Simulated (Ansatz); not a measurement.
## An added Cl started as a split pair with a Cl atom in rocksalt NaCl, 65 atoms, charge −1

Theory: Ansatz 0.2.0, DFT, PBEsol, PAW, plane waves.

Command:

```sh
ansatz run in.yaml --threads 8 --pin off --max-ram 118750MiB --runs-dir r --events-out ev --progress --plain --backend cuda --devices 0,
```

The input less its lattice and atoms:

```yaml
crystal:
  symmetry: { detect: false }
kpoints:
  mp_grid: { grid: [1, 1, 1], shift: [0.25, 0.25, 0.25] }
hamiltonian:
  xc: pbesol
total_charge: -1
scf:
  occupations: { method: fermi_dirac, width: 0.01 }
relax:
  f_tol: 0.03
  max_steps: 80
  escape_saddle: false
  adjacent_minimum: "off"
output:
  forces: true
  eigenvalues: true
  populations: true
  charged_corrections: { epsilon: 5.9 }
```

Start:

```
Cl Na
1.0
    11.20000    0.00000    0.00000
     0.00000   11.20000    0.00000
     0.00000    0.00000   11.20000
Cl Na
33 32
Direct
  0.25346 0.00028 0.00159
  0.25041 0.99929 0.49998
  0.25051 0.50100 0.00141
  0.18206 0.42725 0.50138
  0.75205 0.00088 0.00097
  0.74822 0.99949 0.50196
  0.74745 0.50148 0.00091
  0.75060 0.49825 0.50041
  0.99895 0.25191 0.00125
  0.99775 0.24771 0.49837
  0.99959 0.74764 0.00167
  0.99926 0.74808 0.50016
  0.49844 0.24761 0.00328
  0.49772 0.25119 0.50067
  0.49810 0.75058 0.99957
  0.49989 0.74905 0.49862
  0.00067 0.99911 0.24560
  0.00177 0.99674 0.75168
  0.00129 0.50042 0.24837
  0.00137 0.50102 0.75293
  0.49965 0.99955 0.25024
  0.49675 0.00114 0.75160
  0.49706 0.49983 0.25111
  0.50045 0.50066 0.75201
  0.25075 0.24733 0.25164
  0.24451 0.25273 0.75272
  0.25141 0.74933 0.24775
  0.25166 0.74985 0.74818
  0.75312 0.25068 0.25271
  0.74956 0.25071 0.75000
  0.75225 0.74852 0.25027
  0.75161 0.74720 0.75041
  0.32091 0.56882 0.49816
  0.99897 0.00122 0.99967
  0.00026 0.00024 0.49904
  0.99964 0.50015 0.00002
  0.99835 0.50335 0.49972
  0.49930 0.00018 0.00344
  0.49807 0.99706 0.49701
  0.49886 0.49851 0.99987
  0.49717 0.49798 0.50043
  0.24826 0.24479 0.99913
  0.25162 0.24819 0.50105
  0.25041 0.74730 0.00253
  0.24808 0.74966 0.49902
  0.74639 0.24965 0.00006
  0.74911 0.25194 0.49884
  0.75009 0.75180 0.99960
  0.74988 0.74866 0.49896
  0.24901 0.00078 0.25073
  0.24860 0.00213 0.74747
  0.25082 0.50260 0.25161
  0.25071 0.49851 0.75387
  0.75100 0.99952 0.24974
  0.74804 0.00061 0.75161
  0.74896 0.50108 0.25159
  0.75000 0.49976 0.74973
  0.00172 0.25328 0.24897
  0.99529 0.24734 0.75195
  0.00009 0.75179 0.24685
  0.00320 0.74846 0.74893
  0.50058 0.25015 0.24997
  0.49853 0.24695 0.75197
  0.49983 0.75263 0.24797
  0.50028 0.75047 0.75447
```

Steps:

```json
{"step": "start", "energy less the first (eV)": "0.000", "largest force component (eV/Å)": "3.675"}
{"step": "1", "energy less the first (eV)": "-2.409", "largest force component (eV/Å)": "1.470"}
{"step": "2", "energy less the first (eV)": "-3.529", "largest force component (eV/Å)": "0.472"}
{"step": "3", "energy less the first (eV)": "-3.885", "largest force component (eV/Å)": "0.137"}
{"step": "4", "energy less the first (eV)": "-3.975", "largest force component (eV/Å)": "0.122"}
{"step": "5", "energy less the first (eV)": "-4.058", "largest force component (eV/Å)": "0.182"}
{"step": "6", "energy less the first (eV)": "-4.192", "largest force component (eV/Å)": "0.110"}
{"step": "7", "energy less the first (eV)": "-4.259", "largest force component (eV/Å)": "0.035"}
{"step": "8", "energy less the first (eV)": "-4.289", "largest force component (eV/Å)": "0.049"}
{"step": "9", "energy less the first (eV)": "-4.311", "largest force component (eV/Å)": "0.109"}
{"step": "10", "energy less the first (eV)": "-4.343", "largest force component (eV/Å)": "0.090"}
{"step": "11", "energy less the first (eV)": "-4.349", "largest force component (eV/Å)": "0.100"}
{"step": "12", "energy less the first (eV)": "-4.364", "largest force component (eV/Å)": "0.006"}
```

A structure on the way, about -3.53 eV from the start:

```
Cl Na
1.0
    11.20000    0.00000    0.00000
     0.00000   11.20000    0.00000
     0.00000    0.00000   11.20000
Cl Na
33 32
Direct
  0.25103 0.99942 0.00049
  0.24980 0.99915 0.49997
  0.25020 0.49972 0.00104
  0.16475 0.41277 0.50319
  0.75051 0.00046 0.00050
  0.74902 0.99962 0.50117
  0.74838 0.50052 0.00081
  0.74940 0.49900 0.50045
  0.99814 0.25012 0.00077
  0.97417 0.22407 0.49929
  0.99917 0.74997 0.00023
  0.99737 0.75191 0.49954
  0.49982 0.24788 0.00175
  0.50118 0.24738 0.50095
  0.50020 0.75093 0.00005
  0.52425 0.77299 0.50007
  0.00033 0.99881 0.24682
  0.00036 0.99737 0.75200
  0.99639 0.50259 0.24504
  0.99584 0.50204 0.75621
  0.50040 0.00072 0.24915
  0.49832 0.00137 0.75224
  0.50360 0.49790 0.24552
  0.50412 0.49781 0.75579
  0.25233 0.24432 0.24614
  0.24898 0.24617 0.75685
  0.24869 0.75469 0.24436
  0.24913 0.75426 0.75417
  0.75014 0.25038 0.24979
  0.74816 0.25007 0.75181
  0.75184 0.74962 0.24871
  0.75165 0.74896 0.75160
  0.33459 0.58464 0.49688
  0.00035 0.00046 0.99966
  0.99643 0.99660 0.49927
  0.99966 0.50021 0.00029
  0.97800 0.50756 0.49994
  0.49896 0.99979 0.00194
  0.50205 0.00118 0.49878
  0.49895 0.49887 0.00052
  0.52106 0.49323 0.50059
  0.24869 0.24734 0.00059
  0.25642 0.22625 0.50091
  0.24989 0.74833 0.00059
  0.24343 0.77195 0.49947
  0.74788 0.25079 0.00067
  0.74621 0.24763 0.49953
  0.75014 0.75021 0.99973
  0.75237 0.75221 0.49972
  0.24946 0.00018 0.24854
  0.24907 0.00073 0.75084
  0.25063 0.50129 0.26611
  0.25007 0.49885 0.73827
  0.75089 0.99997 0.25188
  0.74866 0.99986 0.74934
  0.74941 0.50058 0.24919
  0.75000 0.49990 0.75195
  0.00279 0.25368 0.25422
  0.99857 0.25025 0.74642
  0.00100 0.75020 0.24796
  0.00257 0.74819 0.74971
  0.49962 0.25089 0.25052
  0.49772 0.24921 0.75149
  0.49847 0.74939 0.25348
  0.49871 0.74863 0.74800
```

End:

```xyz
65
Lattice="11.2000 0.0000 0.0000 0.0000 11.2000 0.0000 0.0000 0.0000 11.2000" Properties=species:S:1:pos:R:3 pbc="T T T"
Cl    2.8200   11.1498    0.0504
Cl    2.8196    0.0180    5.5816
Cl    2.8184    5.6185   11.1837
Cl    1.4197    4.2198    7.0004
Cl    8.4215    0.0219   11.1770
Cl    8.3539   11.1545    5.5780
Cl    8.3495    5.6200    0.0502
Cl    8.4175    5.6197    5.5815
Cl    0.0170    2.8173   11.1855
Cl   10.8642    2.4650    5.2287
Cl    0.0170    8.4846    0.0494
Cl    0.0192    8.4170    5.5813
Cl    5.6844    2.8174    0.0494
Cl    5.6167    2.8195    5.5815
Cl    5.6150    8.4154   11.1740
Cl    5.6837    8.4839    5.5747
Cl    0.0166   11.1539    2.7191
Cl    0.0167    0.0166    8.3839
Cl    0.0188    5.6198    2.7844
Cl   10.8508    5.9785    8.7448
Cl    5.6159    0.0239    2.7832
Cl    5.6850   11.1502    8.3811
Cl    5.6847    5.6234    2.7148
Cl    5.6163    5.6193    8.3804
Cl    2.8198    2.8192    2.7844
Cl    3.1788    2.4515    8.7449
Cl    2.8233    8.4850    2.7148
Cl    2.8193    8.4165    8.3805
Cl    8.3535    2.8172    2.7193
Cl    8.4161    2.8170    8.3839
Cl    8.4235    8.4164    2.7832
Cl    8.3498    8.4851    8.3811
Cl    3.1707    5.9705    5.2245
Na    0.0322    0.0215   11.1805
Na   11.1813   11.1273    5.5453
Na   11.1782    5.6559    0.0771
Na   11.1755    5.6597    5.5391
Na    5.6069    0.0306   11.1680
Na    5.6150    0.0231    5.5937
Na    5.6141    5.6049   11.1782
Na    5.7080    5.6579    5.5390
Na    2.8555    2.7783    0.0772
Na    2.8593    2.7756    5.5389
Na    2.8045    8.4143   11.1783
Na    2.8576    8.5081    5.5390
Na    8.4212    2.8324   11.1805
Na    8.3267    2.7817    5.5455
Na    8.4300    8.4068   11.1680
Na    8.4228    8.4152    5.5936
Na    2.8054    0.0228    2.7872
Na    2.8555   11.1210    8.4196
Na    2.8585    5.6589    2.6889
Na    2.8704    5.6708    8.4360
Na    8.4293    0.0300    2.7905
Na    8.4214    0.0217    8.3666
Na    8.4225    5.6059    2.7871
Na    8.3205    5.6558    8.4194
Na   11.1810    2.7813    2.6927
Na   11.1674    2.7676    8.4349
Na    0.0340    8.4152    2.7866
Na   11.1785    8.5096    8.4191
Na    5.6150    2.8342    2.7867
Na    5.7095    2.7787    8.4191
Na    5.6108    8.4108    2.7871
Na    5.6148    8.4149    8.3630
```

Self-consistency was reached.

Time: 16 s of wall time on one NVIDIA GB300 with 8 processor threads, on a host shared with other runs; peak host memory 1.9 GiB.

Question: How much energy did the relaxation gain, and which atom moved most?

Answer: 4.36 eV in 12 steps, from a start with small random displacements (neighbours that lie too close to an added atom are first pushed off); atom 4 (Cl) moved 1.62 Å, the median atom 0.07 Å (drift of the whole cell removed).

The one k point has no symmetry partners, which can distort the end along one axis.
